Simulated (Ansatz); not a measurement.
# Indium, simple cubic under PBE: structure, energy and stiffness, part 2 of 2

What does PBE give for indium in the simple cubic structure? We relax it, solve it on a dense k-mesh, switch on spin-orbit coupling, then scale the cell to 7 volumes from 88 to 112 % of the relaxed one and try a fit of the equation of state. The k-meshes are 10×10×10 for the relaxation; 17×17×17 for the dense run; 10×10×10 for spin-orbit coupling; 11×11×11 for the volumes.

Ansatz 0.2.0; DFT, PBE, plane waves (420 eV) with PAW, scalar-relativistic.

### 8 The cell scaled to 100 % of its volume

This is In in the simple cubic structure; at room conditions it is tetragonal.

The input, input.yaml:

```yaml
crystal:
  lattice:
    - [3.0909441833, 0.0, 0.0]
    - [0.0, 3.0909441833, 0.0]
    - [0.0, 0.0, 3.0909441833]
  atoms:
    - { symbol: In, position: [0.0, 0.0, 0.0] }
hamiltonian:
  xc: pbe
  pseudopotentials:
    kind: paw
    azcp:
      In: "pseudopotentials/In.paw.azcp"
basis:
  ecutwfc: 420
  fft_grid_basis: typed
kpoints:
  mp_grid: { grid: [11, 11, 11], shift: [0, 0, 0] }
magnetization:
  spin_polarized: false
scf:
  occupations: { method: fermi_dirac, width: 0.1 }
  lower_state_search: "off"
output:
  stress: true
```

Run with:

```bash
$ ansatz run input.yaml --threads 1 --pin off --max-ram 3584MiB --backend cpu --events-out ev --progress --plain --runs-dir out
```

The log of the run (excerpt; [...] marks lines left out):

```text
[...]
Pseudopotentials: kind: paw
Pseudopotential: In, paw, valence charge 13, recommended cutoff 420 eV (normal), <dir>
Functional definition: PBE
[...]
Crystal: 1 atoms, lattice volume = 29.531 Å³
Basis set: ecut = 420 eV, 587 PW (Γ)
Bands: 11, of which v1, the nominal top of the filled ones, is band 7 counted from 1 (6 counted from 0)
Symmetry: 48 space group operations
Space group: Pm-3m (ITA 221), of the structure as read, at distance tolerance 3.1e-5 Å
k-points: 56 of 1331
[...]
SCF iter   1: F=—  HF=-5597.760255 eV  |F-HF|=—  |Δ(HF+E_count)|=         —  Δρ=7.22e-4  dr2=1.00e-4  ethr=1.77e-3  ⟨swp⟩=5.1  Hψ=3636  notcnv=0
[...]
SCF iter   6: F=-5597.759858 eV  HF=-5597.759858 eV  |F-HF|=3.64e-12  |Δ(HF+E_count)|=   1.57e-8  Δρ=1.34e-7  dr2=2.47e-12  ethr=2.44e-10  ⟨swp⟩=2.5  Hψ=2082  notcnv=0
[...]
SCF converged after 6 iterations
Free energy (F): -5597.759858 eV
[...]
E sigma→0 (E₀):  -5597.750162 eV
Entropy (-TS):   -0.019391 eV (-19.391 meV/atom)
Fermi energy:    8.491402 eV
[...]
--- Stress (GPa, compression-positive) ---
        0.169328      -0.000000      -0.000000
       -0.000000       0.169328      -0.000000
        0.000000      -0.000000       0.169328
  P = ⅓ Tr σ = 0.1693 GPa (1.693 kbar)
```

It took 2.2 s on 1 thread of Intel Xeon Platinum 8259CL at 2.50GHz (Skylake/Cascade Lake), shared host; peak memory 0.47 GiB.

### 9 The cell scaled to 104 % of its volume

Edit input.yaml of step 8 so:

```diff
@@ -2,5 +2,5 @@
   lattice:
-    - [3.0909441833, 0.0, 0.0]
-    - [0.0, 3.0909441833, 0.0]
-    - [0.0, 0.0, 3.0909441833]
+    - [3.131619166, 0.0, 0.0]
+    - [0.0, 3.131619166, 0.0]
+    - [0.0, 0.0, 3.131619166]
   atoms:
```

Run with:

```bash
$ ansatz run input.yaml --threads 1 --pin off --max-ram 3584MiB --backend cpu --events-out ev --progress --plain --runs-dir out
```

The log of the run (excerpt; [...] marks lines left out):

```text
[...]
[... 3 set-up lines as earlier in the session ...]
[...]
Crystal: 1 atoms, lattice volume = 30.712 Å³
Basis set: ecut = 420 eV, 619 PW (Γ)
Bands: 11, of which v1, the nominal top of the filled ones, is band 7 counted from 1 (6 counted from 0)
[... 2 set-up lines as earlier in the session ...]
k-points: 56 of 1331
[...]
SCF iter   1: F=—  HF=-5597.757217 eV  |F-HF|=—  |Δ(HF+E_count)|=         —  Δρ=7.11e-4  dr2=1.02e-4  ethr=1.77e-3  ⟨swp⟩=5.1  Hψ=3625  notcnv=0
[...]
SCF iter   6: F=-5597.756802 eV  HF=-5597.756802 eV  |F-HF|=6.37e-12  |Δ(HF+E_count)|=   2.43e-8  Δρ=1.37e-7  dr2=2.92e-12  ethr=3.76e-10  ⟨swp⟩=2.8  Hψ=2191  notcnv=0
[...]
SCF converged after 6 iterations
Free energy (F): -5597.756802 eV
[...]
E sigma→0 (E₀):  -5597.746944 eV
Entropy (-TS):   -0.019716 eV (-19.716 meV/atom)
Fermi energy:    8.028684 eV
[...]
--- Stress (GPa, compression-positive) ---
       -0.954962      -0.000000       0.000000
       -0.000000      -0.954962       0.000000
        0.000000       0.000000      -0.954962
  P = ⅓ Tr σ = -0.9550 GPa (-9.550 kbar)
```

Run time: 2.1 s. Hardware: 1 thread of Intel Xeon Platinum 8259CL at 2.50GHz (Skylake/Cascade Lake), shared host; peak memory 0.46 GiB.

### 10 The cell scaled to 108 % of its volume

Edit input.yaml of step 9 so:

```diff
@@ -2,5 +2,5 @@
   lattice:
-    - [3.131619166, 0.0, 0.0]
-    - [0.0, 3.131619166, 0.0]
-    - [0.0, 0.0, 3.131619166]
+    - [3.1712641235, 0.0, 0.0]
+    - [0.0, 3.1712641235, 0.0]
+    - [0.0, 0.0, 3.1712641235]
   atoms:
```

Run with:

```bash
$ ansatz run input.yaml --threads 1 --pin off --max-ram 3584MiB --backend cpu --events-out ev --progress --plain --runs-dir out
```

The log of the run (excerpt; [...] marks lines left out):

```text
[...]
[... 3 set-up lines as earlier in the session ...]
[...]
Crystal: 1 atoms, lattice volume = 31.893 Å³
Basis set: ecut = 420 eV, 619 PW (Γ)
Bands: 11, of which v1, the nominal top of the filled ones, is band 7 counted from 1 (6 counted from 0)
[... 1 set-up line as earlier in the session ...]
Space group: Pm-3m (ITA 221), of the structure as read, at distance tolerance 3.2e-5 Å
k-points: 56 of 1331
[...]
SCF iter   1: F=—  HF=-5597.746770 eV  |F-HF|=—  |Δ(HF+E_count)|=         —  Δρ=7.47e-4  dr2=1.15e-4  ethr=1.77e-3  ⟨swp⟩=5.1  Hψ=3661  notcnv=0
[...]
SCF iter   6: F=-5597.746363 eV  HF=-5597.746363 eV  |F-HF|=7.28e-12  |Δ(HF+E_count)|=   3.42e-8  Δρ=3.37e-7  dr2=1.54e-11  ethr=5.60e-10  ⟨swp⟩=3.0  Hψ=2197  notcnv=0
[...]
SCF converged after 6 iterations
Free energy (F): -5597.746363 eV
[...]
E sigma→0 (E₀):  -5597.736260 eV
Entropy (-TS):   -0.020207 eV (-20.207 meV/atom)
Fermi energy:    7.603240 eV
[...]
--- Stress (GPa, compression-positive) ---
       -1.841790      -0.000000       0.000000
        0.000000      -1.841790       0.000000
       -0.000000       0.000000      -1.841790
  P = ⅓ Tr σ = -1.8418 GPa (-18.418 kbar)
```

It took 2.2 s on 1 thread of Intel Xeon Platinum 8259CL at 2.50GHz (Skylake/Cascade Lake), shared host; peak memory 0.46 GiB.

### 11 The cell scaled to 112 % of its volume

Edit input.yaml of step 10 so:

```diff
@@ -2,5 +2,5 @@
   lattice:
-    - [3.1712641235, 0.0, 0.0]
-    - [0.0, 3.1712641235, 0.0]
-    - [0.0, 0.0, 3.1712641235]
+    - [3.2099418881, 0.0, 0.0]
+    - [0.0, 3.2099418881, 0.0]
+    - [0.0, 0.0, 3.2099418881]
   atoms:
```

Run with:

```bash
$ ansatz run input.yaml --threads 1 --pin off --max-ram 3584MiB --backend cpu --events-out ev --progress --plain --runs-dir out
```

The log of the run (excerpt; [...] marks lines left out):

```text
[...]
[... 3 set-up lines as earlier in the session ...]
[...]
Crystal: 1 atoms, lattice volume = 33.074 Å³
Basis set: ecut = 420 eV, 619 PW (Γ)
Bands: 11, of which v1, the nominal top of the filled ones, is band 7 counted from 1 (6 counted from 0)
[... 2 set-up lines as earlier in the session ...]
k-points: 56 of 1331
[...]
SCF iter   1: F=—  HF=-5597.730563 eV  |F-HF|=—  |Δ(HF+E_count)|=         —  Δρ=8.20e-4  dr2=1.42e-4  ethr=1.77e-3  ⟨swp⟩=5.1  Hψ=3697  notcnv=0
[...]
SCF iter   6: F=-5597.730138 eV  HF=-5597.730138 eV  |F-HF|=8.37e-11  |Δ(HF+E_count)|=   3.43e-8  Δρ=5.68e-7  dr2=1.04e-10  ethr=6.60e-10  ⟨swp⟩=3.0  Hψ=2204  notcnv=0
[...]
SCF converged after 6 iterations
Free energy (F): -5597.730138 eV
[...]
E sigma→0 (E₀):  -5597.719685 eV
Entropy (-TS):   -0.020906 eV (-20.906 meV/atom)
Fermi energy:    7.210276 eV
[...]
--- Stress (GPa, compression-positive) ---
       -2.529262      -0.000000       0.000000
       -0.000000      -2.529262       0.000000
        0.000000      -0.000000      -2.529262
  P = ⅓ Tr σ = -2.5293 GPa (-25.293 kbar)
```

Wall time 2.1 s (1 thread of Intel Xeon Platinum 8259CL at 2.50GHz (Skylake/Cascade Lake), shared host); peak memory 0.47 GiB.

### 12 The equation of state

The cell was scaled evenly, with its shape and the fractional positions fixed.

```
V (Å³/atom)  E − E₀ (meV/atom)  P from the stress (GPa)  P from the fit (GPa)
     25.987               57.0                     5.62                  5.62
     27.168               24.3                     3.36                  3.37
     28.349                6.2                     1.58                  1.58
     29.531                0.0                     0.17                  0.16
     30.712                3.3                    -0.95                 -0.98
     31.893               13.9                    -1.84                 -1.88
     33.074               30.5                    -2.53                 -2.60
```

Fit (Birch-Murnaghan, third order): V₀ = 29.678 Å³/atom, B₀ = 31 GPa, B₀′ = 4.7, largest residual 0.03 meV/atom.

### 13 What came out

The summary covers parts 1 to 2.

| quantity | value |
| --- | --- |
| space group (spins left aside) | Pm-3m (No. 221) |
| conventional cell | a = 3.091 Å |
| volume | 29.531 Å³/atom |
| shortest distance | 3.091 Å |
| gap on the mesh | none (levels filled in part) |
| relative to body-centred tetragonal | +94 meV/atom |
| V₀, B₀, B₀′ | 29.678 Å³/atom, 31 GPa, 4.7 |

**Reading.** From the guessed start the volume grew by 4.6 % in 4 steps. It lies 94 meV/atom above the element's reference form at the same level (body-centred tetragonal, from a run of its own). No gap shows: it is a metal or semimetal at this level. The total energy of the spin-orbit run lies -1.9 eV/atom from the scalar one, but the two kinds of run don't share a zero of energy: only differences within one kind count. B₀ comes out at 31 GPa. Relaxation kept the symmetry; phonons were not checked.
